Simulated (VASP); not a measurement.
## CdO2 in VASP: convergence with k mesh

The system is CdO2.

```xyz
3
Lattice="3.4762 0.0000 0.0000 -1.7381 3.0105 0.0000 0.0000 0.0000 4.1481" Properties=species:S:1:pos:R:3 pbc="T T T"
Cd    0.0000    0.0000    0.0000
O     0.0000    2.0070    1.0130
O     1.7381    1.0035    3.1350
```

The cell comes from a database or a generator and needn't be the stable form of this composition.

```yaml
Program: VASP 6.6.1
Task: single point
Functional: r2SCAN
Potentials_or_basis: VASP PAW PBE potentials, release 64 (Cd, O_s)
Cutoff: 400 eV
k_mesh: 2 × 2 × 2
Occupations: gaussian, width 0.02 eV
Spin: no spin polarisation
```

These are the settings of the first run; the series varies k mesh, with any setting tied to it.

Hardware: 1 thread of Intel(R) Xeon(R) Platinum 8488C (Sapphire Rapids), with other jobs on the host.

**Question.** The values tried are 2 × 2 × 2, 3 × 3 × 2, 4 × 4 × 3, 5 × 5 × 4, 6 × 6 × 5, 8 × 8 × 6, 10 × 10 × 7, 12 × 12 × 9, 14 × 14 × 11, loosest first. From which on does the pressure stay within 0.1 GPa of the tightest run that finished?

**Answer.** From 5 × 5 × 4 on.

| k mesh | energy less the tightest run, at zero smearing (meV/atom) | pressure (GPa) | largest force (eV/Å) | SCF cycles | CPU time (s) | peak memory (GiB) |
| --- | --- | --- | --- | --- | --- | --- |
| 2 × 2 × 2 | 76.74 | -8.87 | 0.051 | 25 | 22 | 0.14 |
| 3 × 3 × 2 | -0.32 | -8.83 | 0.011 | 22 | 18 | 0.14 |
| 4 × 4 × 3 | 2.99 | -9.32 | 0.127 | 24 | 37 | 0.14 |
| 5 × 5 × 4 | -6.03 | -9.18 | 0.051 | 23 | 32 | 0.14 |
| 6 × 6 × 5 | 1.65 | -9.07 | 0.086 | 23 | 44 | 0.14 |
| 8 × 8 × 6 | 0.35 | -9.01 | 0.096 | 24 | 85 | 0.15 |
| 10 × 10 × 7 | -0.38 | -9.10 | 0.117 | 24 | 120 | 0.16 |
| 12 × 12 × 9 | -0.21 | -9.11 | 0.127 | 20 | 170 | 0.19 |
| 14 × 14 × 11 | 0.00 | -9.09 | 0.132 | 19 | 280 | 0.23 |

Against the tightest run, the energy stays within 1 meV/atom from 8 × 8 × 6 on. Not settled before the last step: the largest force (to 0.005 eV/Å). Meshes of other sizes hit other points, so gaps and Fermi surfaces needn't settle smoothly. The tightest run that finished is the yardstick and may itself not be fully converged.

Caveat, for the tightest run too: the PAW data sets were made with another functional, which shifts forces and pressure a little.
